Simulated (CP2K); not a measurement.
Crystal: TiO2.

```
CELL_PARAMETERS angstrom
6.43537 0.00000 0.00000
5.33288 3.60199 0.00000
-1.84389 -0.56437 6.32897
ATOMIC_POSITIONS crystal
Ti 0.90007 0.90007 0.28960
Ti 0.19529 0.19529 0.28376
Ti 0.09993 0.09993 0.71040
Ti 0.80471 0.80471 0.71624
O 0.36193 0.36193 0.29340
O 0.26349 0.26349 0.65250
O 0.86719 0.86719 0.99529
O 0.73651 0.73651 0.34750
O 0.94165 0.94165 0.63002
O 0.13281 0.13281 0.00471
O 0.63807 0.63807 0.70660
O 0.05835 0.05835 0.36998
```

The cell comes from a database or a generator and needn't be the stable form of this composition.

Base run:

| Property | Result |
| --- | --- |
| Program | CP2K 2026.2 |
| Functional | LDA |
| Potentials or basis | POTENTIAL_UZH Ti GTH-PBE-q12, O GTH-PBE-q6; DZVP-MOLOPT-PBE-GTH basis |
| Density cutoff | 11565 eV |
| k mesh | 6 × 6 × 4 |
| Occupations | fermi-dirac, width 0.05 eV |
| Spin | no spin polarisation |

Its results: band gap on the k mesh 2.66 eV, indirect (least direct gap 2.85 eV); pressure -8.8 GPa; largest force 0.191 eV/Å.

Task: After a change of settings the same cell gave: band gap on the k mesh 2.70 eV, indirect (least direct gap 2.84 eV); pressure -20.6 GPa; largest force 0.916 eV/Å. Which change was it?
A. functional from LDA to vdW-DF-cx
B. functional from LDA to revPBE
C. functional from LDA to HLE17
D. functional from LDA to PBEsol

Result: C.

Caveats: the potentials were made for another functional, which shifts forces and pressure; the basis of atomic orbitals isn't converged, which shifts pressures, moduli and gaps; the potentials were made for a functional far from this one (some runs).
